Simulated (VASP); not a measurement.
# MnS (F-43m) in VASP: single point with revPBE+U

Aim: the single point of MnS with revPBE+U.

All numbers are computed with VASP 6.6.1; they aren't measurements. Logs are shortened: lines on timing, memory, paths and dates and some standing lists are left out, and cuts for length are marked.

## (1) Starting point

The structure is cubic, space group F-43m (No. 216). Conventional cell: a = 4.947 Å, b = 4.947 Å, c = 4.947 Å, α = 90.00°, β = 90.00°, γ = 90.00°. Mn (site symmetry -43m) has 4 S at 2.14 Å as nearest neighbours. S (site symmetry -43m) is surrounded by 4 Mn at 2.14 Å.

The cell is a database's computed one.

## (2) Single point, revPBE+U, collinear spin, typed start

Input file INCAR:

```
SYSTEM = MnS
PREC     = Accurate       ! precision mode
ENCUT    = 520            ! plane-wave cutoff, eV
EDIFF    = 1E-7           ! SCF threshold, eV
ISMEAR   = 0              ! smearing method
SIGMA    = 0.01           ! smearing width, eV
LREAL    = .False.        ! projectors in reciprocal space
LASPH    = .True.         ! aspherical terms in the spheres
NELM     = 150            ! most SCF steps
ALGO     = Normal         ! electronic algorithm
ISIF     = 2              ! what is computed and relaxed
LWAVE    = .False.        ! write WAVECAR
LCHARG   = .False.        ! write CHGCAR
ISPIN    = 2              ! spin polarisation
MAGMOM   = 4 0            ! initial moments
LORBIT   = 11             ! projections on sites
LMAXMIX  = 4              ! l up to which the mixer works
LDAU     = .True.         ! DFT+U
LDAUTYPE = 2            
LDAUL    = 2 -1           ! shell
LDAUU    = 4.5 0          ! U, eV
LDAUJ    = 0 0          
LDAUPRINT= 1            
GGA      = RE             ! functional
NBANDS   = 20             ! bands
```

Input file KPOINTS:

```
Automatic mesh
0
Gamma
  9 9 9
  0 0 0
```

Input file POSCAR:

```
MnS
1.0
    0.0000000000      2.4734634191      2.4734634191
    2.4734634191      0.0000000000      2.4734634191
    2.4734634191      2.4734634191      0.0000000000
Mn S
1 1
Direct
    0.0000000000      0.0000000000      0.0000000000
    0.7500000000      0.7500000000      0.7500000000
```

Potentials or basis: VASP PAW PBE potentials, release 64 (Mn_pv, S).

Launch:

```
$ cat potpaw_PBE.64/Mn_pv/POTCAR potpaw_PBE.64/S/POTCAR > POTCAR
$ mpirun -np 1 vasp_std > vasp.out
```

OUTCAR:

```text
SYSTEM = MnS
   PREC = Accurate
   ENCUT = 520
   EDIFF = 1E-7
   ISMEAR = 0
   LREAL = .False.
   LASPH = .True.
   NELM = 150
   ISIF = 2
   ISPIN = 2
   LORBIT = 11
   GGA = RE

 ion  position               nearest neighbor table
   1  0.000  0.000  0.000-   2 2.14   2 2.14   2 2.14   2 2.14
   2  0.750  0.750  0.750-   1 2.14   1 2.14   1 2.14   1 2.14

  LATTYP: Found a face centered cubic cell.
 ALAT       =     4.9469268382

  Lattice vectors:

 A1 = (   0.0000000000,   2.4734634191,   2.4734634191)
 A2 = (   2.4734634191,   0.0000000000,   2.4734634191)
 A3 = (   2.4734634191,   2.4734634191,   0.0000000000)

Analysis of symmetry for initial positions (statically):
=====================================================================
 Subroutine PRICEL returns:
 Original cell was already a primitive cell.

 Routine SETGRP: Setting up the symmetry group for a
 face centered cubic supercell.

 Subroutine GETGRP returns: Found 24 space group operations
 (whereof 24 operations were pure point group operations)
 out of a pool of 48 trial point group operations.

The static configuration has the point symmetry T_d .

Analysis of symmetry for dynamics (positions and initial velocities):
=====================================================================
 Subroutine PRICEL returns:
 Original cell was already a primitive cell.

 Routine SETGRP: Setting up the symmetry group for a
 face centered cubic supercell.

 Subroutine GETGRP returns: Found 24 space group operations
 (whereof 24 operations were pure point group operations)
 out of a pool of 48 trial point group operations.

The dynamic configuration has the point symmetry T_d .

Analysis of structural, dynamic, and magnetic symmetry:
=====================================================================
 Subroutine PRICEL returns:
 Original cell was already a primitive cell.

 Routine SETGRP: Setting up the symmetry group for a
 face centered cubic supercell.

 Subroutine GETGRP returns: Found 24 space group operations
 (whereof 24 operations were pure point group operations)
 out of a pool of 48 trial point group operations.

The overall configuration has the point symmetry T_d .

 Subroutine INISYM returns: Found 24 space group operations
 (whereof 24 operations are pure point group operations),
 and found     1 'primitive' translations

----------------------------------------------------------------------------------------

                                     Primitive cell

  volume of cell :      30.2654

  direct lattice vectors                    reciprocal lattice vectors
     0.000000000  2.473463419  2.473463419    -0.202145702  0.202145702  0.202145702
     2.473463419  0.000000000  2.473463419     0.202145702 -0.202145702  0.202145702
     2.473463419  2.473463419  0.000000000     0.202145702  0.202145702 -0.202145702

  length of vectors
     3.498005513  3.498005513  3.498005513     0.350126627  0.350126627  0.350126627

  position of ions in fractional coordinates (direct lattice)
     0.000000000  0.000000000  0.000000000
     0.750000000  0.750000000  0.750000000

  ion indices of the primitive-cell ions
   primitive index   ion index
                 1           1
                 2           2

----------------------------------------------------------------------------------------

 KPOINTS: Automatic mesh

Automatic generation of k-mesh.
 Grid dimensions read from file:
 generate k-points for:    9    9    9

 Generating k-lattice:
[... 62 lines left out ...]
   EDIFF  = 0.1E-06   stopping-criterion for ELM
   LREAL  =      F    real-space projection
   EDIFFG = 0.1E-05   stopping-criterion for IOM
   NSW    =      0    number of steps for IOM
   IBRION =     -1    ionic relax: 0-MD 1-quasi-New 2-CG
   NFREE  =      0    steps in history (QN), initial steepest desc. (CG)
   ISIF   =      2    stress and relaxation
   ISYM   =      2    0-nonsym 1-usesym 2-fastsym
   POTIM  = 0.5000    time-step for ionic-motion
   TEBEG  =    0.0;   TEEND  =   0.0 temperature during run
   PSTRESS=    0.0 pullay stress
   NELECT =      19.0000    total number of electrons
   NUPDOWN=      -1.0000    fix difference up-down
   EMIN   =  10.00;   EMAX   =-10.00  energy-range for DOS
   EFERMI =   0.00;   METHOD = LEGACY
   ISMEAR =     0;   SIGMA  =   0.01  broadening in eV -4-tet -1-fermi 0-gaus
   EFERMI_NEDOS =   21; number of points for ismear=-14 and -15
   IALGO  =     38    algorithm
   IMIX   =      4    mixing-type and parameters
     AMIX     =   0.40;   BMIX     =  1.00
     AMIX_MAG =   1.60;   BMIX_MAG =  1.00
  volume/ion in A,a.u.               =      15.13       102.12
  Fermi-wavevector in a.u.,A,eV,Ry     =   1.401771  2.648964 26.734947  1.964963
  Thomas-Fermi vector in A             =   2.524600
   LORBIT       =     11    0 simple, 1 ext, 2 COOP (PROOUT), +10 PAW based schemes
 LDA+U is selected, type is set to LDAUTYPE =  2
   angular momentum for each species LDAUL =     2   -1
   U (eV)           for each species LDAUU =   4.5  0.0
   J (eV)           for each species LDAUJ =   0.0  0.0
   GGA     = RE    functional components
   LHFCALC =     F    Hartree Fock is set to
   AEXX    =    0.0000 exact exchange contribution
   IVDW    =     0    specifies the selected vdW correction
   LEPSILON=     F    determine dielectric tensor
   LRPA    =     F    only Hartree local field effects (RPA)
 spin polarized calculation
 Gauss-broadening in eV      SIGMA  =   0.01
  energy-cutoff  :      520.00
  volume of cell :       30.27
 maximum number of plane-waves:       869
 NGX is ok and might be reduce to    28
   NGX = 13   NGY = 13   NGZ = 13

atom =   1  type =  1  l = 2

 onsite density matrix

spin component  1

  0.9178 -0.0000 -0.0000  0.0000 -0.0000
 -0.0000  0.9178 -0.0000 -0.0000  0.0000
 -0.0000 -0.0000  0.9267 -0.0000 -0.0000
  0.0000 -0.0000 -0.0000  0.9178  0.0000
 -0.0000  0.0000 -0.0000  0.0000  0.9267

spin component  2

  0.1442  0.0000 -0.0000 -0.0000  0.0000
  0.0000  0.1442  0.0000  0.0000  0.0000
 -0.0000  0.0000  0.0364 -0.0000 -0.0000
 -0.0000  0.0000 -0.0000  0.1442  0.0000
  0.0000  0.0000 -0.0000  0.0000  0.0364

 occupancies and eigenvectors

  o =  0.0364  v =  0.0000  0.0000  0.0000  0.0000  0.0000  0.0000  0.0000  0.2192  0.0000  0.9757      0.0000  0.0000  0.0000  0.0000  0.0000  0.0000  0.0000  0.0000  0.0000  0.0000
  o =  0.0364  v =  0.0000  0.0000  0.0000  0.0000  0.0000 -0.0000 -0.0000 -0.9757 -0.0000  0.2192      0.0000  0.0000  0.0000  0.0000  0.0000  0.0000  0.0000  0.0000  0.0000  0.0000
  o =  0.1442  v =  0.0000  0.0000  0.0000  0.0000  0.0000 -0.0000  0.0183  0.0000 -0.9998  0.0000      0.0000  0.0000  0.0000  0.0000  0.0000  0.0000  0.0000  0.0000  0.0000  0.0000
  o =  0.1442  v =  0.0000  0.0000  0.0000  0.0000  0.0000  1.0000  0.0000 -0.0000 -0.0000  0.0000      0.0000  0.0000  0.0000  0.0000  0.0000  0.0000  0.0000  0.0000  0.0000  0.0000
  o =  0.1442  v =  0.0000  0.0000  0.0000  0.0000  0.0000  0.0000 -0.9998  0.0000 -0.0183 -0.0000      0.0000  0.0000  0.0000  0.0000  0.0000  0.0000  0.0000  0.0000  0.0000  0.0000
  o =  0.9178  v =  1.0000  0.0000  0.0000  0.0000  0.0000  0.0000  0.0000  0.0000  0.0000  0.0000      0.0000  0.0000  0.0000  0.0000  0.0000  0.0000  0.0000  0.0000  0.0000  0.0000
  o =  0.9178  v =  0.0000 -0.6231  0.0000 -0.7821  0.0000  0.0000  0.0000  0.0000  0.0000  0.0000      0.0000  0.0000  0.0000  0.0000  0.0000  0.0000  0.0000  0.0000  0.0000  0.0000
  o =  0.9178  v =  0.0000 -0.7821  0.0000  0.6231  0.0000  0.0000  0.0000  0.0000  0.0000  0.0000      0.0000  0.0000  0.0000  0.0000  0.0000  0.0000  0.0000  0.0000  0.0000  0.0000
  o =  0.9267  v =  0.0000  0.0000  0.8809 -0.0000 -0.4734  0.0000  0.0000  0.0000  0.0000  0.0000      0.0000  0.0000  0.0000  0.0000  0.0000  0.0000  0.0000  0.0000  0.0000  0.0000
  o =  0.9267  v =  0.0000  0.0000  0.4734  0.0000  0.8809  0.0000  0.0000  0.0000  0.0000  0.0000      0.0000  0.0000  0.0000  0.0000  0.0000  0.0000  0.0000  0.0000  0.0000  0.0000

 number of electron      18.9999986 magnetization       4.6049251

 Free energy of the ion-electron system (eV)
  ---------------------------------------------------
  ext. energy  EPLUGINS =         0.00000000
  ---------------------------------------------------
  free energy    TOTEN  =        -9.88875333 eV

  energy without entropy =       -9.88870657  energy(sigma->0) =       -9.88872995

 E-fermi :   8.4287     XC(G=0): -11.0345

 val. band max:        8.4152349525   @ k =   0.2222   0.1111   0.0000
 cond. band min:       8.4390645265   @ k =   0.3333   0.2222   0.1111
 fundamental gap:      0.0238295740
 Fermi energy:         8.4286560401

 spin component 1

 k-point     1 :       0.0000    0.0000    0.0000
  band No.  band energies     occupation
      1     -42.3407      1.00000
      2     -42.3407      1.00000
      3     -42.3407      1.00000
      4      -7.5114      1.00000
      5       1.0479      1.00000
      6       1.0479      1.00000
[... 1097 lines left out ...]
     19      25.5794      0.00000
     20      25.5794      0.00000

 [... further k-points ...]

------------------------ aborting loop because EDIFF is reached ----------------------------------------

  FORCE on cell =-STRESS in cart. coord.  units (eV):
  Direction    XX          YY          ZZ          XY          YZ          ZX
  --------------------------------------------------------------------------------------
  -------------------------------------------------------------------------------------
  Total       11.2894643     11.2894643     11.2894643      0.0000000     -0.0000000      0.0000000
  in kB      597.6369553    597.6369553    597.6369553      0.0000000     -0.0000000      0.0000000
  external PRESSURE =     597.6369553 kB  Pullay stress =       0.0000000 kB

 VOLUME and BASIS-vectors are now :
 -----------------------------------------------------------------------------
  energy-cutoff  :      520.00
  volume of cell :       30.27
      direct lattice vectors                 reciprocal lattice vectors
     0.000000000  2.473463419  2.473463419    -0.202145702  0.202145702  0.202145702
     2.473463419  0.000000000  2.473463419     0.202145702 -0.202145702  0.202145702
     2.473463419  2.473463419  0.000000000     0.202145702  0.202145702 -0.202145702

 POSITION                                       TOTAL-FORCE (eV/Angst)
 -----------------------------------------------------------------------------------
      0.00000      0.00000      0.00000        -0.000000     -0.000000     -0.000000
      3.71020      3.71020      3.71020         0.000000      0.000000      0.000000
 -----------------------------------------------------------------------------------
    total drift:                               -0.000000     -0.000000     -0.000000

  FREE ENERGIE OF THE ION-ELECTRON SYSTEM (eV)
  ---------------------------------------------------
  free  energy   TOTEN  =        -9.8887533344 eV

  energy  without entropy=       -9.8887065698  energy(sigma->0) =       -9.88872995

 total charge

# of ion       s       p       d       tot
------------------------------------------
    1        0.369   6.427   5.083  11.878
    2        1.333   2.657   0.000   3.991
--------------------------------------------------
tot          1.702   9.084   5.083  15.868

 magnetization (x)

# of ion       s       p       d       tot
------------------------------------------
    1        0.054   0.108   4.092   4.253
    2        0.002   0.015   0.000   0.017
--------------------------------------------------
tot          0.056   0.123   4.092   4.270
```

Run time: 23 s. Hardware: 1 thread of Intel Xeon 6975P-C (Granite Rapids), shared host; peak memory 0.18 GiB.

Results:

- Free energy: -9.8888 eV
- Pressure: 59.8 GPa
- Band gap on the k mesh: none (metal or under the smearing width)
- Net moment: 4.60 μB per cell
- Site moments: Mn +4.25; S +0.02 μB
- Valence electrons inside the program's atomic spheres: Mn 11.88; S 3.99

Levels at points of the mesh, in eV from the Fermi level:
Spin up:
```tsv
k point	band 8	band 9	band 10	band 11	band 12	band 13	band 14	band 15	band 16	band 17
(0.00, 0.00, 0.00)	-5.29	-5.29	1.14	1.14	1.14	2.90	6.65	6.65	6.65	11.81
```
Spin down:
```csv
k point,band 4,band 5,band 6,band 7,band 8,band 9,band 10,band 11
"(0.00, 0.00, 0.00)",-15.57,-4.08,-4.08,-4.08,2.08,2.08,3.51,5.41
```

Eigenvalues of the final occupation matrices:
```
    site  spin  trace               eigenvalues
site 1 d     1   4.61  0.92 0.92 0.92 0.93 0.93
site 1 d     2   0.51  0.04 0.04 0.14 0.14 0.14
```

Caveat: a pressure of tens of GPa on the cell as given is suspect, and the run, the potentials or the cell itself is likely at fault; the PAW data sets were made with another functional, which shifts forces and pressure a little; a cell with one magnetic atom can't hold antiferromagnetic order, which such compounds often take.
